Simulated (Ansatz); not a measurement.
Starting cell, Ti3SiC2 (MAX-312 type, space group P6_3/mmc):

```
Ti3SiC2
1.0
    3.07276     0.00000     0.00000
   -1.53638     2.66109     0.00000
    0.00000     0.00000    17.72285
Ti Si C
6 2 4
Direct
  0.00000   0.00000   0.00000
  0.00000   0.00000   0.50000
  0.33333   0.66667   0.13489
  0.66667   0.33333   0.63489
  0.66667   0.33333   0.86511
  0.33333   0.66667   0.36511
  0.00000   0.00000   0.25000
  0.00000   0.00000   0.75000
  0.33333   0.66667   0.57233
  0.66667   0.33333   0.07233
  0.66667   0.33333   0.42767
  0.33333   0.66667   0.92767
```

The atoms are displaced by Q × the pattern below (from a DFPT mode at Γ, largest move 1; Q in Å), at fixed cell.

| atom | x | y | z |
|---|---|---|---|
| Ti3 | 0.000 | 0.000 | -0.125 |
| Ti4 | 0.000 | 0.000 | -0.125 |
| Ti5 | 0.000 | 0.000 | 0.125 |
| Ti6 | 0.000 | 0.000 | 0.125 |
| C9 | 0.000 | 0.000 | 1.000 |
| C10 | 0.000 | 0.000 | 1.000 |
| C11 | 0.000 | 0.000 | -1.000 |
| C12 | 0.000 | 0.000 | -1.000 |

Atoms not listed stay in place.

The numbers are results of PBE (plane waves to 420 eV, PAW, scalar-relativistic; Ansatz, a program for electronic structure), not measurements. k mesh 14×14×3 (Γ-centred), Fermi-Dirac smearing 0.05 eV. The energy includes the smearing's −TS. With partly filled bands, energies and forces of such displacements shift with the k mesh and the smearing. Ti3SiC2 is run without spin polarisation. Ti3SiC2 was relaxed with its symmetry unable to fall. ΔE is measured from the undisplaced structure. The last digit holds for this mesh only.

```json
[
 {"Q (Å)": "-0.2800", "ΔE (meV/cell)": "3251.0"},
 {"Q (Å)": "-0.2333", "ΔE (meV/cell)": "2267.4"},
 {"Q (Å)": "-0.1867", "ΔE (meV/cell)": "1454.6"},
 {"Q (Å)": "-0.1400", "ΔE (meV/cell)": "818.6"},
 {"Q (Å)": "-0.0933", "ΔE (meV/cell)": "363.3"},
 {"Q (Å)": "-0.0467", "ΔE (meV/cell)": "90.5"},
 {"Q (Å)": "0.0000", "ΔE (meV/cell)": "0.0"},
 {"Q (Å)": "0.0467", "ΔE (meV/cell)": "89.8"},
 {"Q (Å)": "0.0933", "ΔE (meV/cell)": "withheld"},
 {"Q (Å)": "0.1400", "ΔE (meV/cell)": "798.1"},
 {"Q (Å)": "0.1867", "ΔE (meV/cell)": "1406.8"},
 {"Q (Å)": "0.2333", "ΔE (meV/cell)": "2174.1"},
 {"Q (Å)": "0.2800", "ΔE (meV/cell)": "3088.9"}
]
```

**Question.** Fit a polynomial form (powers 2, 3, 4) to the given rows and predict ΔE at Q = 0.0933.

**Answer.** Least squares on the 12 given rows: ΔE = (41550)·Q² + (-3687)·Q³ + (-14210)·Q⁴, in meV/cell with Q in Å; root-mean-square residual 0.65 meV/cell. At 0.0933 the fit gives 357.6 meV/cell; the calculation gives 357.1 meV/cell, so the interpolation is off by 0.5 (+0.1 %). The quadratic term alone would give 361.7 meV/cell.

(A displaced cell: forces are minus the slopes of the energy, force constants its curvatures, and phonons follow from these.)
